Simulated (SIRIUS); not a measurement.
The system is CuO.

```
CELL_PARAMETERS angstrom
2.83633 0.00000 0.00000
-1.41816 2.45633 0.00000
0.00000 0.00000 2.76811
ATOMIC_POSITIONS crystal
Cu 0.00000 0.00000 0.00000
O 0.66667 0.33333 0.50000
```

Measurements of this composition are mostly on another form, of space group No. 15.

Base run:

- Program: SIRIUS 7.10.0
- Functional: BLYP
- Potentials or basis: PseudoDojo 0.4.1 PBE standard (scalar relativistic)
- Cutoff: 1254 eV
- Density cutoff: 5016 eV
- k mesh: 9 × 9 × 8
- Occupations: fermi-dirac, width 0.05 eV
- Spin: no spin polarisation

Its results: band gap on the k mesh none (metal or under the smearing width); pressure 6.6 GPa.

Problem. After a change of settings the same cell gave: band gap on the k mesh none (metal or under the smearing width); pressure -7.0 GPa. Which change was it?
A. functional from BLYP to AM05; libxc names from ["XC_GGA_X_B88", "XC_GGA_C_LYP"] to ["XC_GGA_X_AM05", "XC_GGA_C_AM05"]
B. functional from BLYP to PBEint; libxc names from ["XC_GGA_X_B88", "XC_GGA_C_LYP"] to ["XC_GGA_X_PBEINT", "XC_GGA_C_PBEINT"]
C. functional from BLYP to RPBE; libxc names from ["XC_GGA_X_B88", "XC_GGA_C_LYP"] to ["XC_GGA_X_RPBE", "XC_GGA_C_PBE"]
D. functional from BLYP to PBE; libxc names from ["XC_GGA_X_B88", "XC_GGA_C_LYP"] to ["XC_GGA_X_PBE", "XC_GGA_C_PBE"]

Solution. B.

Caveats: the potentials were made for another functional, which shifts forces and pressure; an odd number of electrons without spin polarisation forces a metal; a magnetic or distorted state may lie lower; the run has no spin polarisation, though such a crystal can be magnetic; semilocal functionals often make such compounds metallic where correlation or magnetic order opens a gap, which also shifts bond lengths.

Not every run made on this cell is shown here.
